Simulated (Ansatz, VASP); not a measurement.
Two plane-wave programs on CuO2

```
Cu O
1.0
     1.41261   -5.21075    0.00000
     1.41261    5.21075    0.00000
     0.00000    0.00000    4.34342
Cu O
2 4
Cartesian
  1.4126 -3.4677 1.0859
  1.4126 3.4677 3.2576
  1.4126 0.5366 1.0859
  1.4126 -0.5366 3.2576
  1.4126 3.0115 1.0859
  1.4126 -3.0115 3.2576
```

Alike in both runs: task single point; functional PBEsol; k mesh 2 × 2 × 2; occupations gaussian, width 0.1 eV; collinear spin.

|  | VASP | Ansatz |
| --- | --- | --- |
| version | VASP 6.6.1 | Ansatz 0.2.0 |
| potentials or method | VASP PAW PBE potentials, release 64 (Cu, O) | scalar-relativistic, plane waves, PAW |
| plane-wave cutoff (eV) | 520 | 420 |
| valence electrons in the cell | 46 | 62 |

|  | VASP | Ansatz | Ansatz less VASP |
| --- | --- | --- | --- |
| gap on the k mesh at the Fermi level (eV) | none | none | - |
| pressure (GPa) | -10.3 | -11.0 | -0.72 |
| largest component of the traceless stress (GPa) | 5.57 | 7.10 | +1.535 |
| rms of the force components (eV/Å) | 0.401 | 0.420 | +0.0188 |
| net moment per atom (μB) | 0.00 | 0.12 | +0.124 |
| size of the moment on the site where the two differ most (μB) | 0.00 | 0.20 | +0.203 |

The net moments differ so much that the two runs ended in different magnetic states, which moves the other rows too. Site moments also hang on the region over which each program counts them. Atom by atom the forces differ by 0.049 eV/Å (rms over components). A gap of «none» marks a metal or a gap that the smearing closes. The two sets of potentials don't hold the same shells in valence.

Caveats: the k mesh is coarse (spacing up to 1.15 Å⁻¹), so the values aren't converged; the PAW data sets were made with another functional, which shifts forces and pressure a little (VASP); semilocal functionals often make such compounds metallic where correlation or magnetic order opens a gap, which also shifts bond lengths.
